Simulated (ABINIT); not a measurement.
# Ag (Fm-3m) in ABINIT: further runs

One crystal, Ag, is run at these levels: LDA, PBE; tasks: optical spectrum.

All numbers are computed with ABINIT 10.8.3 (patched build); they aren't measurements. Logs are shortened: lines on timing, memory, paths and dates and some standing lists are left out, and cuts for length are marked. The log counts tension as positive stress, the text compression.

## (1) Starting point

It takes space group Fm-3m (No. 225, cubic). Conventional cell: a = 4.085 Å, b = 4.085 Å, c = 4.085 Å, α = 90.00°, β = 90.00°, γ = 90.00°. Ag (site symmetry m-3m) is surrounded by 12 Ag at 2.89 Å.

## (2) Optical spectrum, LDA

run.abi

```
ndtset 3

pp_dirpath "./"
pseudos "Ag.upf"

acell 5.4592009917 5.4592009917 5.4592009917
rprim
     0.0000000000     0.7071067812     0.7071067812
     0.7071067812     0.0000000000     0.7071067812
     0.7071067812     0.7071067812     0.0000000000
ntypat 1
znucl 47
natom 1
typat 1
xred
            0.0            0.0            0.0

ecut 40.0

ngkpt 12 12 12
nshiftk 4
shiftk
     0.5000000000     0.5000000000     0.5000000000
     0.5000000000     0.0000000000     0.0000000000
     0.0000000000     0.5000000000     0.0000000000
     0.0000000000     0.0000000000     0.5000000000
istwfk *1

ixc 7

occopt 3
tsmear 0.2 eV

nstep 80

iomode 3
prteig 0
prtebands 0

nband1 14
tolvrs1 1.0e-12
prtden1 1
prtwf1 0
kptopt1 1

iscf2 -3
getden2 1
nband2 22
nbdbuf2 4
tolwfr2 1.0e-12
nstep2 120
prtden2 0
kptopt2 1

optdriver3 8
wfk_task3 "wfk_optics_fullbz"
getwfk3 2
nband3 18
kptopt3 1
prtevk3 1
inclvkb3 2
```

optic.abi

```
&FILES
 ddkfile_1 = 'runo_DS3_1_EVK.nc',
 ddkfile_2 = 'runo_DS3_2_EVK.nc',
 ddkfile_3 = 'runo_DS3_3_EVK.nc',
 wfkfile = 'runo_DS3_WFK.nc'
/
&PARAMETERS
 broadening = 0.005512,
 domega = 0.002,
 maxomega = 0.8,
 scissor = 0.000000,
 tolerance = 0.002
/
&COMPUTATIONS
 num_lin_comp = 1,
 lin_comp = 11,
 num_nonlin_comp = 0
/
```

Potentials or basis: PseudoDojo NC SR LDA v0.4.1 standard.

On the command line:

```console
> abinit run.abi > log 2>&1
> optic optic.abi > optic.log 2>&1
```

run.abo:

```text
.Version 10.8.3 of ABINIT
 DATASET    1 : space group Fm -3 m (#225); Bravais cF (face-center cubic)
================================================================================
 Values of the parameters that define the memory need for DATASET  1.
     intxc =       0    ionmov =       0      iscf =       7    lmnmax =       6
     lnmax =       6     mgfft =      32  mpssoang =       3    mqgrid =    3001
     natom =       1  nloc_mem =       1    nspden =       1   nspinor =       1
    nsppol =       1      nsym =      48    n1xccc =    2501    ntypat =       1
    occopt =       3   xclevel =       1
       mpw =        1405          nfft =       32768          nkpt =         182
================================================================================
================================================================================
[... 13 lines left out ...]
 DATASET    3 : space group Fm -3 m (#225); Bravais cF (face-center cubic)
================================================================================
 Values of the parameters that define the memory need for DATASET  3.
     intxc =       0    ionmov =       0      iscf =       7    lmnmax =       6
     lnmax =       6     mgfft =      32  mpssoang =       3    mqgrid =    3001
     natom =       1  nloc_mem =       1    nspden =       1   nspinor =       1
    nsppol =       1      nsym =      48    n1xccc =    2501    ntypat =       1
    occopt =       3   xclevel =       1
       mpw =        1405          nfft =       32768          nkpt =         182
================================================================================
================================================================================

--------------------------------------------------------------------------------
------------- Echo of variables that govern the present computation ------------
--------------------------------------------------------------------------------
 -outvars: echo values of preprocessed input variables --------
            acell      5.4592009917E+00  5.4592009917E+00  5.4592009917E+00 Bohr
              amu      1.07868200E+02
             ecut      4.00000000E+01 Hartree
           getden1          0
           getden2          1
           getden3          0
           getwfk1          0
           getwfk2          0
           getwfk3          2
             iscf1          7
             iscf2         -3
             iscf3          7
              ixc           7
           jdtset        1    2    3
                       outvar_i_n : Printing only first  50 k-points.
         kptrlatt       12  -12   12    -12   12   12    -12  -12   12
          kptrlen      9.26457130E+01
            natom           1
            nband1         14
            nband2         22
            nband3         18
           nbdbuf1          0
           nbdbuf2          4
           nbdbuf3          0
           ndtset           3
            ngfft          32      32      32
             nkpt         182
            nstep1         80
            nstep2        120
            nstep3         80
             nsym          48
           ntypat           1
                       prtocc : prtvol=0, do not print more k-points.
                       prtocc : prtvol=0, do not print more k-points.
                       prtocc : prtvol=0, do not print more k-points.
           occopt           3
        optdriver1          0
        optdriver2          0
        optdriver3          8
           prtden1          1
           prtden2          0
           prtden3          1
        prtebands           0
           prteig           0
           prtevk1          0
           prtevk2          0
           prtevk3          1
            prtwf1          0
            prtwf2          1
            prtwf3          1
            rprim      0.0000000000E+00  7.0710678120E-01  7.0710678120E-01
                       7.0710678120E-01  0.0000000000E+00  7.0710678120E-01
                       7.0710678120E-01  7.0710678120E-01  0.0000000000E+00
           shiftk      5.00000000E-01  5.00000000E-01  5.00000000E-01
          spgroup         225
           tolvrs1     1.00000000E-12
           tolvrs2     0.00000000E+00
           tolvrs3     0.00000000E+00
           tolwfr1     0.00000000E+00
           tolwfr2     1.00000000E-12
           tolwfr3     0.00000000E+00
           tsmear      7.34986444E-03 Hartree
            typat      1
         wfk_task1          0
         wfk_task2          0
[... 180 lines left out ...]
 R(2)=  3.8602380  0.0000000  3.8602380  G(2)=  0.1295257 -0.1295257  0.1295257
 R(3)=  3.8602380  3.8602380  0.0000000  G(3)=  0.1295257  0.1295257 -0.1295257
 Unit cell volume ucvol=  1.1504619E+02 bohr^3
 Angles (23,13,12)=  6.00000000E+01  6.00000000E+01  6.00000000E+01 degrees

 getcut: wavevector=  0.0000  0.0000  0.0000  ngfft=  32  32  32
         ecut(hartree)=     40.000   => boxcut(ratio)=   2.05886
--------------------------------------------------------------------------------

================================================================================

--- !BeginCycle
iteration_state: {dtset: 2, }
solver: {iscf: -3, nstep: 120, nline: 4, wfoptalg: 0, }
tolerances: {tolwfr: 1.00E-12, }
...

     iter   Etot(hartree)      deltaE(h)  residm     vres2
 Non-SCF case, kpt    1 ( -0.04167 -0.08333  0.00000), residuals and eigenvalues=
  3.69E-13  1.59E-13  5.73E-13  4.09E-13  7.84E-13  8.52E-14  9.71E-13  6.17E-14
  9.80E-13  2.28E-13  4.62E-13  1.03E-13  1.58E-13  8.29E-13  1.55E-13  6.22E-13
  7.30E-13  1.93E-13  1.38E-13  4.66E-12  8.55E-13  1.97E-04
 -2.9874E+00 -1.6450E+00 -1.6447E+00 -1.6447E+00  1.0272E-01  2.0747E-01
  2.1223E-01  2.1234E-01  2.4648E-01  2.4954E-01  9.8122E-01  1.0609E+00
  1.0931E+00  1.1080E+00  1.2833E+00  1.3062E+00  1.3207E+00  1.3491E+00
  1.4079E+00  1.4884E+00  1.5022E+00  1.6509E+00
 prteigrs : prtvol=0 or 1, do not print more k-points.

--- !ResultsGS
iteration_state: {dtset: 2, }
comment   : Summary of ground state results
lattice_vectors:
- [  0.0000000,   3.8602380,   3.8602380, ]
- [  3.8602380,   0.0000000,   3.8602380, ]
- [  3.8602380,   3.8602380,   0.0000000, ]
lattice_lengths: [   5.45920,    5.45920,    5.45920, ]
lattice_angles: [ 60.000,  60.000,  60.000, ] # degrees, (23, 13, 12)
lattice_volume:   1.1504619E+02
convergence: {deltae:  0.000E+00, res2:  0.000E+00, residm:  9.976E-13, diffor:  0.000E+00, }
etotal    :  -1.54986643E+02
entropy   :   0.00000000E+00
fermie    :   3.84955991E-01
cartesian_stress_tensor: null
pressure_GPa: null
xred      :
- [  0.0000E+00,   0.0000E+00,   0.0000E+00, Ag]
cartesian_forces: null
force_length_stats: {min: null, max: null, mean: null, }
...

 Integrated electronic density in atomic spheres:
 ------------------------------------------------
 Atom  Sphere_radius  Integrated_density
    1        2.00000         16.32078878
================================================================================

 ----iterations are completed or convergence reached----

 Mean square residual over all n,k,spin=   34.760E-14; max=  99.756E-14
 reduced coordinates (array xred) for    1 atoms
       0.000000000000      0.000000000000      0.000000000000

 cartesian coordinates (angstrom) at end:
    1      0.00000000000000     0.00000000000000     0.00000000000000
 length scales=  5.459200991700  5.459200991700  5.459200991700 bohr
              =  2.888884752587  2.888884752587  2.888884752587 angstroms
 Eigenvalues (hartree) for nkpt= 182  k points:
 kpt#   1, nband= 22, wtk=  0.00347, kpt= -0.0417 -0.0833  0.0000 (reduced coord)
  -2.98739   -1.64497   -1.64474   -1.64471    0.10272    0.20747    0.21223    0.21234
   0.24648    0.24954    0.98122    1.06092    1.09312    1.10797    1.28325    1.30615
   1.32073    1.34915    1.40789    1.48835    1.50221    1.65085
      occupation numbers for kpt#   1
   2.00000    2.00000    2.00000    2.00000    2.00000    2.00000    2.00000    2.00000
   2.00000    2.00000    0.00000    0.00000    0.00000    0.00000    0.00000    0.00000
   0.00000    0.00000    0.00000    0.00000    0.00000    0.00000
 prteigrs : prtvol=0 or 1, do not print more k-points.

--- !EnergyTerms
iteration_state     : {dtset: 2, }
comment             : Components of total free energy in Hartree
kinetic             :  5.28351173620365E+01
hartree             :  3.53483693042061E+01
xc                  : -2.30201453513822E+01
Ewald energy        : -1.07191265869167E+02
psp_core            :  4.58319232055189E+00
local_psp           : -1.15257456403292E+02
non_local_psp       : -2.28319615813058E+00
internal            : -1.54985384795177E+02
'-kT*entropy'       : -1.25823027859824E-03
total_energy        : -1.54986643025456E+02
...

--- !EnergyTermsDC
iteration_state     : {dtset: 2, }
comment             : '"Double-counting" decomposition of free energy'
band_energy         : -1.33607438597645E+01
Ewald energy        : -1.07191265869167E+02
psp_core            :  4.58319232055189E+00
xc_dc               : -3.90165672790498E+01
internal            : -1.54985384687429E+02
'-kT*entropy'       : -1.25823027859824E-03
total_energy_dc     : -1.54986642917708E+02
...

================================================================================
== DATASET  3 ==================================================================

--- !DatasetInfo
iteration_state: {dtset: 3, }
dimensions: {natom: 1, nkpt: 182, mband: 18, nsppol: 1, nspinor: 1, nspden: 1, mpw: 1405, }
cutoff_energies: {ecut:  40.0, pawecutdg:  -1.0, }
electrons: {nelect:   1.90000000E+01, charge:   0.00000000E+00, occopt:   3.00000000E+00, tsmear:   7.34986444E-03, }
meta: {optdriver: 8, wfk_task: 7, }
...

 mkfilename : getwfk/=0, take file _WFK from output of DATASET   2.

 Exchange-correlation functional for the present dataset will be:
  LDA: Perdew-Wang 92 LSD fit to Ceperley-Alder data - ixc=7
  J.P.Perdew and Y.Wang, PRB 45, 13244 (1992)

--------------------------------------------------------------------------------

 Computation of velocity matrix elements (DDK)

 Parameters extracted from the Abinit header:
    ecut:     40.0
    nkpt:    6912
    mband:   22
    nsppol:  1
    nspinor: 1
    useylm:  0
    inclvkb: 2
    bmin: 1, bmax: 22
    Computing diagonal and off-diagonal matrix elements
    Between band index bmin: 1, bmax: 22

== END DATASET(S) ==============================================================
================================================================================

 -outvars: echo values of variables after computation  --------
            acell      5.4592009917E+00  5.4592009917E+00  5.4592009917E+00 Bohr
           etotal1    -1.5498664292E+02
           etotal2    -1.5498664292E+02
           etotal3     0.0000000000E+00
            fcart1    -0.0000000000E+00 -0.0000000000E+00 -0.0000000000E+00
            fcart3     0.0000000000E+00  0.0000000000E+00  0.0000000000E+00
            rprim      0.0000000000E+00  7.0710678120E-01  7.0710678120E-01
                       7.0710678120E-01  0.0000000000E+00  7.0710678120E-01
                       7.0710678120E-01  7.0710678120E-01  0.0000000000E+00
           strten1     2.5816629177E-04  2.5816629177E-04  2.5816629177E-04
                       0.0000000000E+00  0.0000000000E+00  0.0000000000E+00
           strten3     0.0000000000E+00  0.0000000000E+00  0.0000000000E+00
                       0.0000000000E+00  0.0000000000E+00  0.0000000000E+00
 Calculation completed.
```

Run time: 5.2 min. Hardware: 1 thread of Arm Neoverse V1, shared host; peak memory 3.7 GiB.

What came out:

```
Free energy : -4217.4014 eV
Pressure    : -7.6 GPa
```

Dielectric function (mean over the directions given):
```csv
energy (eV),real part,imaginary part
0.33,5.17,0.02
0.98,5.32,0.06
1.63,5.68,0.13
2.29,6.56,0.41
2.94,7.69,2.34
3.70,5.53,4.51
4.35,3.60,5.41
5.01,2.35,3.63
5.66,1.50,2.92
6.31,1.74,2.64
7.08,1.81,2.03
7.73,2.15,2.08
8.38,1.91,1.92
9.03,1.96,1.98
9.69,1.81,2.04
10.45,1.80,1.81
11.10,1.75,1.80
11.76,2.06,1.65
12.41,1.75,2.03
13.06,1.61,2.08
13.82,1.30,2.21
14.48,1.14,1.86
15.13,0.95,1.92
15.78,0.92,1.58
16.44,1.15,1.57
17.20,1.04,1.39
17.85,1.02,1.30
18.50,1.21,1.17
19.16,1.34,1.26
19.92,1.67,1.65
```

Caveat: the intraband (Drude) term is left out; spectra need much finer meshes, so this one isn't converged; independent-particle spectra lack excitons.

## (3) Optical spectrum, PBE

run.abi

```
# Datasets
ndtset 3

# Pseudopotentials
pp_dirpath "./"
pseudos "Ag.upf"

# Structure
acell 3*1.0 Angstrom
rprim
     0.0000000000     2.0427500000     2.0427500000
     2.0427500000     0.0000000000     2.0427500000
     2.0427500000     2.0427500000     0.0000000000
ntypat 1
znucl 47
natom 1
typat 1
xred
            0.0            0.0            0.0

# Plane-wave basis
ecut 40.0

# k points
ngkpt 12 12 12
nshiftk 4
shiftk
     0.5000000000     0.5000000000     0.5000000000
     0.5000000000     0.0000000000     0.0000000000
     0.0000000000     0.5000000000     0.0000000000
     0.0000000000     0.0000000000     0.5000000000
istwfk *1

# Exchange and correlation
ixc 11

# Bands and occupations
occopt 6
tsmear 0.00367493

# SCF cycle
nstep 80

# Output
iomode 3
prteig 0
prtebands 0

# Dataset 1: ground state
nband1 14
tolvrs1 1.0e-12
prtden1 1
prtwf1 0
kptopt1 1

# Dataset 2: empty bands at fixed density
iscf2 -3
getden2 1
nband2 26
nbdbuf2 4
tolwfr2 1.0e-12
nstep2 120
prtden2 0
kptopt2 1

# Dataset 3: wave functions and velocity matrix elements in the full zone
optdriver3 8
wfk_task3 "wfk_optics_fullbz"
getwfk3 2
nband3 22
kptopt3 1
prtevk3 1
inclvkb3 2
```

optic.abi, as its differences from that of step 2:

```diff
@@ -7,3 +7,3 @@
 &PARAMETERS
- broadening = 0.005512,
+ broadening = 0.003675,
  domega = 0.002,
```

Potentials or basis: PseudoDojo NC SR PBE v0.4.1 standard.

On the command line:

```console
> abinit run.abi > log 2>&1
> optic optic.abi > optic.log 2>&1
```

run.abo:

```text
.Version 10.8.3 of ABINIT
 DATASET    1 : space group Fm -3 m (#225); Bravais cF (face-center cubic)
================================================================================
 Values of the parameters that define the memory need for DATASET  1.
     intxc =       0    ionmov =       0      iscf =       7    lmnmax =       6
     lnmax =       6     mgfft =      32  mpssoang =       3    mqgrid =    3001
     natom =       1  nloc_mem =       1    nspden =       1   nspinor =       1
    nsppol =       1      nsym =      48    n1xccc =    2501    ntypat =       1
    occopt =       6   xclevel =       2
       mpw =        1405          nfft =       32768          nkpt =         182
================================================================================
================================================================================
[... 13 lines left out ...]
 DATASET    3 : space group Fm -3 m (#225); Bravais cF (face-center cubic)
================================================================================
 Values of the parameters that define the memory need for DATASET  3.
     intxc =       0    ionmov =       0      iscf =       7    lmnmax =       6
     lnmax =       6     mgfft =      32  mpssoang =       3    mqgrid =    3001
     natom =       1  nloc_mem =       1    nspden =       1   nspinor =       1
    nsppol =       1      nsym =      48    n1xccc =    2501    ntypat =       1
    occopt =       6   xclevel =       2
       mpw =        1405          nfft =       32768          nkpt =         182
================================================================================
================================================================================

--------------------------------------------------------------------------------
[... 364 lines left out ...]
meta: {optdriver: 8, wfk_task: 7, }
...

 mkfilename : getwfk/=0, take file _WFK from output of DATASET   2.

 Exchange-correlation functional for the present dataset will be:
  GGA: Perdew-Burke-Ernzerhof functional - ixc=11
  J.P.Perdew, K.Burke, M.Ernzerhof, PRL 77, 3865 (1996)

--------------------------------------------------------------------------------

 Computation of velocity matrix elements (DDK)

 Parameters extracted from the Abinit header:
    ecut:     40.0
    nkpt:    6912
    mband:   26
    nsppol:  1
    nspinor: 1
    useylm:  0
    inclvkb: 2
    bmin: 1, bmax: 26
    Computing diagonal and off-diagonal matrix elements
    Between band index bmin: 1, bmax: 26

== END DATASET(S) ==============================================================
================================================================================

 -outvars: echo values of variables after computation  --------
            acell      1.8897261259E+00  1.8897261259E+00  1.8897261259E+00 Bohr
           etotal1    -1.5501870966E+02
           etotal2    -1.5501870966E+02
           etotal3     0.0000000000E+00
            fcart1     0.0000000000E+00  0.0000000000E+00  0.0000000000E+00
            fcart3     0.0000000000E+00  0.0000000000E+00  0.0000000000E+00
            rprim      0.0000000000E+00  2.0427500000E+00  2.0427500000E+00
                       2.0427500000E+00  0.0000000000E+00  2.0427500000E+00
                       2.0427500000E+00  2.0427500000E+00  0.0000000000E+00
           strten1    -1.4649611530E-04 -1.4649611530E-04 -1.4649611530E-04
                       0.0000000000E+00  0.0000000000E+00  0.0000000000E+00
           strten3     0.0000000000E+00  0.0000000000E+00  0.0000000000E+00
                       0.0000000000E+00  0.0000000000E+00  0.0000000000E+00
 Calculation completed.
```

Wall time 7.4 min (1 thread of AMD EPYC 7R43 (Zen 3), shared host); peak memory 4.4 GiB.

What came out:

```
Free energy : -4218.2740 eV
Pressure    : 4.3 GPa
```

Dielectric function (mean over the directions given):
| energy (eV) | real part | imaginary part |
| --- | --- | --- |
| 0.33 | 4.92 | 0.01 |
| 1.31 | 5.16 | 0.04 |
| 2.29 | 5.96 | 0.15 |
| 3.37 | 7.84 | 3.61 |
| 4.35 | 4.39 | 5.73 |
| 5.44 | 1.65 | 3.87 |
| 6.42 | 1.70 | 2.71 |
| 7.51 | 2.03 | 1.51 |
| 8.49 | 1.98 | 1.93 |
| 9.58 | 2.33 | 2.03 |
| 10.56 | 1.85 | 1.83 |
| 11.65 | 2.00 | 1.51 |
| 12.63 | 1.93 | 1.85 |
| 13.71 | 1.68 | 2.24 |
| 14.69 | 1.13 | 1.85 |
| 15.78 | 1.06 | 1.69 |
| 16.76 | 1.12 | 1.52 |
| 17.85 | 1.06 | 1.32 |
| 18.83 | 1.34 | 1.23 |
| 19.92 | 1.78 | 1.61 |

Caveat: the intraband (Drude) term is left out; spectra need much finer meshes, so this one isn't converged; independent-particle spectra lack excitons.
